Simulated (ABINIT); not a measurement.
Input of an ABINIT 10.8.3 (patched build) run:

File run.abi:

```
# Pseudopotentials
pp_dirpath "./"
pseudos "Sn.GGA_PBE-JTH.xml"

# Structure
acell 3*1.0
rprim
    -3.8346122418     3.8346122418     3.1383815391
     3.8346122418    -3.8346122418     3.1383815391
     3.8346122418     3.8346122418    -3.1383815391
ntypat 1
znucl 50
natom 1
typat 1
xred
     0.0000000000     0.0000000000     0.0000000000

# Plane-wave basis
ecut 26.0
pawecutdg 48.0

# k points
kptopt 1
ngkpt 10 10 10
nshiftk 1
shiftk 0.0 0.0 0.0

# Exchange and correlation
ixc 7

# Bands and occupations
nband 11
occopt 3
tsmear 0.00183747

# SCF cycle
nstep 100
tolvrs 1.0e-9

# Output
iomode 3
prtwf 0
prteig 0
prtebands 0
enunit 1
prtden 1
prtvha 1
prtvclmb 1
prtpot 1
```

Potentials or basis: JTH PAW PBE v2.0.

Run with:

```sh
$ abinit run.abi > log 2>&1
```

(1) Predict the band gap on the k mesh.

(2) Estimate the pressure.

Results:

(1) none (metal or under the smearing width).

(2) -3.6 GPa.

Caveat: the PAW data sets were made with another functional, which shifts forces and pressure a little.
